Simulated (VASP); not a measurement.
# SnSe (Fm-3m) in VASP: Born charges and dielectric tensor with LDA

Aim: the Born charges and dielectric tensor of SnSe with LDA.

All numbers are computed with VASP 6.6.1; they aren't measurements. Logs are shortened: lines on timing, memory, paths and dates and some standing lists are left out, and cuts for length are marked.

## 1. The crystal as given

The structure is cubic, space group Fm-3m (No. 225). The conventional cell has a = 5.901 Å, b = 5.901 Å, c = 5.901 Å, α = 90.00°, β = 90.00°, γ = 90.00°. Around Sn (site symmetry m-3m) lie 6 Se at 2.95 Å. Se (site symmetry m-3m) is surrounded by 6 Sn at 2.95 Å.

Measurements of this composition are mostly on another form, of space group No. 62.

## 2. Born charges and dielectric tensor, LDA

File INCAR:

```
SYSTEM = SnSe
  PREC = Accurate
  ENCUT = 600
  EDIFF = 1E-8
  ISMEAR = 0
  SIGMA = 0.02
  LREAL = .False.
  LASPH = .True.
  NELM = 100
  ALGO = Normal
  ISIF = 2
  LWAVE = .False.
  LCHARG = .False.
  GGA = CA
  LEPSILON = .True.
  IBRION = 8
  NSW = 1
```

File KPOINTS:

```
regular mesh
0
Gamma
  4 4 4
  0 0 0
```

File POSCAR:

```
SnSe
1.0
    0.0000000000      2.9505600000      2.9505600000
    2.9505600000      0.0000000000      2.9505600000
    2.9505600000      2.9505600000      0.0000000000
Sn Se
1 1
Direct
    0.0000000000      0.0000000000      0.0000000000
    0.5000000000      0.5000000000      0.5000000000
```

Potentials or basis: VASP PAW LDA potentials, release 64 (Sn_d, Se).

Run with:

```bash
$ cat potpaw_LDA.64/Sn_d/POTCAR potpaw_LDA.64/Se/POTCAR > POTCAR
$ mpirun -np 1 vasp_std > vasp.out
```

OUTCAR:

```text
SYSTEM = SnSe
   PREC = Accurate
   ENCUT = 600
   EDIFF = 1E-8
   ISMEAR = 0
   LREAL = .False.
   LASPH = .True.
   NELM = 100
   ISIF = 2
   GGA = CA
   LEPSILON = .True.
   IBRION = 8
   NSW = 1

 ion  position               nearest neighbor table
   1  0.000  0.000  0.000-   2 2.95   2 2.95   2 2.95   2 2.95   2 2.95   2 2.95
   2  0.500  0.500  0.500-   1 2.95   1 2.95   1 2.95   1 2.95   1 2.95   1 2.95

  LATTYP: Found a face centered cubic cell.
 ALAT       =     5.9011200000

  Lattice vectors:

 A1 = (   0.0000000000,   2.9505600000,   2.9505600000)
 A2 = (   2.9505600000,   0.0000000000,   2.9505600000)
 A3 = (   2.9505600000,   2.9505600000,   0.0000000000)

Analysis of symmetry for initial positions (statically):
=====================================================================
 Subroutine PRICEL returns:
 Original cell was already a primitive cell.

 Routine SETGRP: Setting up the symmetry group for a
 face centered cubic supercell.

 Subroutine GETGRP returns: Found 48 space group operations
 (whereof 48 operations were pure point group operations)
 out of a pool of 48 trial point group operations.

The static configuration has the point symmetry O_h .

Analysis of symmetry for dynamics (positions and initial velocities):
=====================================================================
 Subroutine PRICEL returns:
 Original cell was already a primitive cell.

 Routine SETGRP: Setting up the symmetry group for a
 face centered cubic supercell.

 Subroutine GETGRP returns: Found 48 space group operations
 (whereof 48 operations were pure point group operations)
 out of a pool of 48 trial point group operations.

The dynamic configuration has the point symmetry O_h .

 Subroutine INISYM returns: Found 48 space group operations
 (whereof 48 operations are pure point group operations),
 and found     1 'primitive' translations

----------------------------------------------------------------------------------------

                                     Primitive cell

  volume of cell :      51.3740

  direct lattice vectors                    reciprocal lattice vectors
     0.000000000  2.950560000  2.950560000    -0.169459357  0.169459357  0.169459357
     2.950560000  0.000000000  2.950560000     0.169459357 -0.169459357  0.169459357
     2.950560000  2.950560000  0.000000000     0.169459357  0.169459357 -0.169459357

  length of vectors
     4.172721969  4.172721969  4.172721969     0.293512216  0.293512216  0.293512216

  position of ions in fractional coordinates (direct lattice)
     0.000000000  0.000000000  0.000000000
     0.500000000  0.500000000  0.500000000

  ion indices of the primitive-cell ions
   primitive index   ion index
                 1           1
                 2           2

----------------------------------------------------------------------------------------

 KPOINTS: regular mesh

Automatic generation of k-mesh.
 Grid dimensions read from file:
 generate k-points for:    4    4    4

 Generating k-lattice:

  Cartesian coordinates                     Fractional coordinates (reciprocal lattice)
    -0.042364839  0.042364839  0.042364839     0.250000000  0.000000000  0.000000000
     0.042364839 -0.042364839  0.042364839     0.000000000  0.250000000  0.000000000
     0.042364839  0.042364839 -0.042364839     0.000000000  0.000000000  0.250000000

  Length of vectors
     0.073378054  0.073378054  0.073378054

  Shift w.r.t. Gamma in fractional coordinates (k-lattice)
     0.000000000  0.000000000  0.000000000

 Subroutine IBZKPT returns following result:
 ===========================================

 Found      8 irreducible k-points:

 Following reciprocal coordinates:
[... 226 lines left out ...]
     0.000000000  2.950560000  2.950560000    -0.169459357  0.169459357  0.169459357
     2.950560000  0.000000000  2.950560000     0.169459357 -0.169459357  0.169459357
     2.950560000  2.950560000  0.000000000     0.169459357  0.169459357 -0.169459357

 POSITION                                       TOTAL-FORCE (eV/Angst)
 -----------------------------------------------------------------------------------
      0.00000      0.00000      0.00000         0.000000     -0.000000     -0.000000
      2.95056      2.95056      2.95056        -0.000000      0.000000      0.000000
 -----------------------------------------------------------------------------------
    total drift:                               -0.000000      0.000000      0.000000

  FREE ENERGIE OF THE ION-ELECTRON SYSTEM (eV)
  ---------------------------------------------------
  free  energy   TOTEN  =        -9.5907348554 eV

  energy  without entropy=       -9.5907348554  energy(sigma->0) =       -9.59073486

 HEAD OF MICROSCOPIC STATIC DIELECTRIC TENSOR (INDEPENDENT PARTICLE, excluding Hartree and local field effects)
 ------------------------------------------------------
          19.641635    -0.000000    -0.000000
          -0.000000    19.641635     0.000000
          -0.000000    -0.000000    19.641635
 ------------------------------------------------------

 Free energy of the ion-electron system (eV)
  ---------------------------------------------------
  ---------------------------------------------------
  free energy    TOTEN  =        -2.56152364 eV

  energy without entropy =       -2.56152364

------------------------ aborting loop because EDIFF is reached ----------------------------------------

--------------------------------------- Ionic step        2  -------------------------------------------

------------------------ aborting loop because EDIFF is reached ----------------------------------------

--------------------------------------- Ionic step        3  -------------------------------------------

------------------------ aborting loop because EDIFF is reached ----------------------------------------

 PIEZOELECTRIC TENSOR FIELD DIRECTION 3  (e Angst)
 -----------------------------------------------------------------------------
     0.00384  0.00000 -0.00000           (  0.00000  0.00000  0.00000)
     0.00000  0.00384  0.00000           (  0.00000  0.00000  0.00000)
     0.00000  0.00000  0.00282           (  0.00000  0.00000  0.00003)

 PIEZOELECTRIC TENSOR FIELD DIRECTION 3  (C/m^2)
 -----------------------------------------------------------------------------
     0.00120  0.00000 -0.00000
     0.00000  0.00120  0.00000
     0.00000  0.00000  0.00088

--------------------------------------- Ionic step        4  -------------------------------------------

------------------------ aborting loop because EDIFF is reached ----------------------------------------

[... ionic steps 5 to 6 ...]

--------------------------------------- Ionic step        7  -------------------------------------------

 Free energy of the ion-electron system (eV)
  ---------------------------------------------------
  ---------------------------------------------------
  free energy    TOTEN  =        -0.08319342 eV

  energy without entropy =       -0.08319342

------------------------ aborting loop because EDIFF is reached ----------------------------------------

 INTERNAL STRAIN TENSOR  FOR ION    2  DIRECTION 1   (eV/Angst):
 -----------------------------------------------------------------------------
     0.00640  0.00000  0.00000
    -0.00000 -0.00206  0.00000
     0.00000  0.00000 -0.00206

 MACROSCOPIC STATIC DIELECTRIC TENSOR (including local field effects in DFT)
 ------------------------------------------------------
          18.555814    -0.000000     0.000000
           0.000000    18.555814     0.000000
          -0.000000    -0.000000    18.555814
 ------------------------------------------------------

 PIEZOELECTRIC TENSOR (including local field effects)  for field in x, y, z        (e  Angst)
          XX          YY          ZZ          XY          YZ          ZX
  --------------------------------------------------------------------------------
  x     0.00000     0.00000     0.00000     0.00000     0.00000     0.00000
  y     0.00000     0.00000     0.00000     0.00000     0.00000     0.00000
  z     0.00000     0.00000     0.00000     0.00000     0.00000     0.00000

 PIEZOELECTRIC TENSOR (including local field effects)  for field in x, y, z        (C/m^2)
          XX          YY          ZZ          XY          YZ          ZX
  --------------------------------------------------------------------------------
  x     0.00000     0.00000     0.00000     0.00000     0.00000     0.00000
  y     0.00000     0.00000     0.00000     0.00000     0.00000     0.00000
  z     0.00000     0.00000     0.00000     0.00000     0.00000     0.00000

 BORN EFFECTIVE CHARGES (including local field effects) (in |e|, cummulative output)
 ---------------------------------------------------------------------------------
 ion    1
    1     5.45750     0.00000     0.00000
    2    -0.00000     5.45750     0.00000
    3     0.00000     0.00000     5.45750
 ion    2
    1    -5.45750    -0.00000     0.00000
    2     0.00000    -5.45750     0.00000
    3     0.00000     0.00000    -5.45750

 INTERNAL STRAIN TENSOR FOR ION    2 for displacements in x,y,z  (eV/Angst):
          X           Y           Z          XY          YZ          ZX
  --------------------------------------------------------------------------------
  x     0.00000     0.00000     0.00000     0.00000     0.00000     0.00000
  y     0.00000     0.00000     0.00000     0.00000     0.00000     0.00000
  z     0.00000     0.00000     0.00000     0.00000     0.00000     0.00000

 SECOND DERIVATIVES (NOT SYMMETRIZED)
 ------------------------------------
               1X          1Y          1Z          2X          2Y          2Z
  1X    -0.092297    0.000000    0.000000    0.092297    0.000000    0.000000
  1Y     0.000000   -0.092297    0.000000    0.000000    0.092297    0.000000
  1Z     0.000000    0.000000   -0.092297    0.000000    0.000000    0.092297
  2X     0.105657    0.000000    0.000000   -0.105657    0.000000    0.000000
  2Y     0.000000    0.105657    0.000000    0.000000   -0.105657    0.000000
  2Z     0.000000    0.000000    0.105657    0.000000    0.000000   -0.105657

 Eigenvectors and eigenvalues of the dynamical matrix
 ----------------------------------------------------

   1 f  =    0.719446 THz     4.520416 2PiTHz   23.998151 cm-1     2.975390 meV
             X         Y         Z           dx          dy          dz
      0.000000  0.000000  0.000000     0.000000    0.606455    0.000000
      2.950560  2.950560  2.950560     0.000000   -0.795118    0.000000
[... 21 lines left out ...]
   6 f/i=    0.023438 THz     0.147267 2PiTHz    0.781819 cm-1     0.096933 meV
             X         Y         Z           dx          dy          dz
      0.000000  0.000000  0.000000     0.000000    0.000000    0.795118
      2.950560  2.950560  2.950560     0.000000    0.000000    0.606455

--------------------------------------------------------------------------------------------------------

 MACROSCOPIC STATIC DIELECTRIC TENSOR IONIC CONTRIBUTION
 ------------------------------------------------------
        1057.524474     0.000000    -0.000000
           0.000000  1057.524474    -0.000000
          -0.000000    -0.000000  1057.524474
 ------------------------------------------------------

 ELASTIC MODULI CONTR FROM IONIC RELAXATION (kBar)
 Direction    XX          YY          ZZ          XY          YZ          ZX
 --------------------------------------------------------------------------------
 XX           0.0000      0.0000      0.0000      0.0000      0.0000      0.0000
 YY           0.0000      0.0000      0.0000      0.0000      0.0000      0.0000
 ZZ           0.0000      0.0000      0.0000      0.0000      0.0000      0.0000
 XY           0.0000      0.0000      0.0000      0.0000      0.0000      0.0000
 YZ           0.0000      0.0000      0.0000      0.0000      0.0000      0.0000
 ZX           0.0000      0.0000      0.0000      0.0000      0.0000      0.0000
 --------------------------------------------------------------------------------

 PIEZOELECTRIC TENSOR IONIC CONTR  for field in x, y, z        (C/m^2)
          XX          YY          ZZ          XY          YZ          ZX
  --------------------------------------------------------------------------------
  x     0.00000     0.00000     0.00000     0.00000     0.00000     0.00000
  y     0.00000     0.00000     0.00000     0.00000     0.00000     0.00000
  z     0.00000     0.00000     0.00000     0.00000     0.00000     0.00000
```

Wall time 1.7 min (1 thread of Intel Xeon Platinum 8559C (Emerald Rapids), shared host); peak memory 0.22 GiB.

What came out:

| Item | Value |
| --- | --- |
| Band gap on the k mesh | 0.87 eV, direct |
| Electronic dielectric tensor (diagonal) | 18.56 |
| Born charges (mean of the diagonal) | Sn +5.46; Se -5.46 e |
| Highest phonon frequency at Γ, LO-TO splitting left out | 24 cm⁻¹ |

Levels at points of the mesh, in eV from the valence-band top:
| k point | band 8 | band 9 | band 10 | band 11 | band 12 | band 13 |
| --- | --- | --- | --- | --- | --- | --- |
| (0.00, 0.00, 0.00) | -2.23 | -2.23 | -2.23 | 4.58 | 4.58 | 4.58 |
| (0.50, 0.00, 0.00) | -1.96 | -1.96 | 0.00 | 0.87 | 1.29 | 1.29 |
| (0.50, 0.50, 0.00) | -5.77 | -3.80 | -3.80 | 2.93 | 5.72 | 5.72 |

Phonon frequencies in cm⁻¹ (negative: imaginary):
| q point | frequencies |
| --- | --- |
| (0.000, 0.000, 0.000) | -1 -1 -1 24 24 24 |

Electronic dielectric tensor:
```
18.56  0.00  0.00
 0.00 18.56  0.00
 0.00  0.00 18.56
```

Born effective charge tensors (e):
atom 1, Sn
```
5.46 0.00 0.00
0.00 5.46 0.00
0.00 0.00 5.46
```
atom 2, Se
```
-5.46  0.00  0.00
 0.00 -5.46  0.00
 0.00  0.00 -5.46
```

Caveat: the k mesh is coarse (spacing up to 0.46 Å⁻¹), so the values aren't converged; spin-orbit coupling is left out, which moves the levels of the heavy elements. A k mesh can miss the band edges.
